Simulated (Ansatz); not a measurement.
Set up this calculation in Ansatz 0.2.0, as the native input.

* Task: projected density of states
* Functional: revPBE
* Dispersion: D3(BJ)
* Potentials or basis: Ansatz PAW
* Cutoff: 420 eV
* Density cutoff: 3360 eV
* k mesh: 8 × 8 × 8
* Occupations: fermi-dirac, width 0.05 eV
* Spin: collinear spin, random start
* Starting moments: [0.07] μB

The system is Ir.

```
Ir
1.0
     0.00000    1.91560    1.91560
     1.91560    0.00000    1.91560
     1.91560    1.91560    0.00000
Ir
1
Cartesian
  0.0000 0.0000 0.0000
```

The input as run:

input.yaml

```yaml
crystal:
  lattice:
    - [0.0, 1.9156, 1.9156]
    - [1.9156, 0.0, 1.9156]
    - [1.9156, 1.9156, 0.0]
  atoms:
    - { symbol: Ir, position_ang: [0.0, 0.0, 0.0], spin: 0.07 }
hamiltonian:
  xc: revpbe
  pseudopotentials: { kind: paw }
  dispersion: d3bj
magnetization:
  spin_polarized: true
kpoints:
  mp_grid: { grid: [8, 8, 8] }
scf:
  occupations: { method: fermi_dirac, width: 0.05 }
  n_extra_bands: 6
output:
  forces: true
  stress: true
  eigenvalues: true
  dos: { projected: true, de: 0.05 }
  write_density: true
  write_potential: true
  elf: true
  volumetric_format: npy
basis:
  ecutrho_ratio: 8
```

Potentials or basis: Ansatz PAW.

Launch:

```console
$ ansatz run input.yaml --threads 1 --pin off --max-ram 2560MiB --backend cpu --events-out ev --progress --plain --runs-dir out
```

It gave:

```json
{
  "Pressure": "-0.4 GPa",
  "Band gap on the k mesh": "none (metal or under the smearing width)",
  "Net moment": "0.00 μB per cell",
  "Absolute moment": "0.00 μB per cell",
  "Density of states at the Fermi level": "1.05 states/eV per cell"
}
```

Caveat: the magnetic or orbital state may not be the lowest; pairwise dispersion overbinds metals, which lowers pressure and volume; the PAW data sets come from PBE, with cores solved anew for the run's functional, which leaves a small shift of forces and pressure; the starting moments weren't kept.

Run time: 1.8 s on 1 thread of Arm Neoverse V2, with other jobs on the host, peak memory 0.33 GiB.
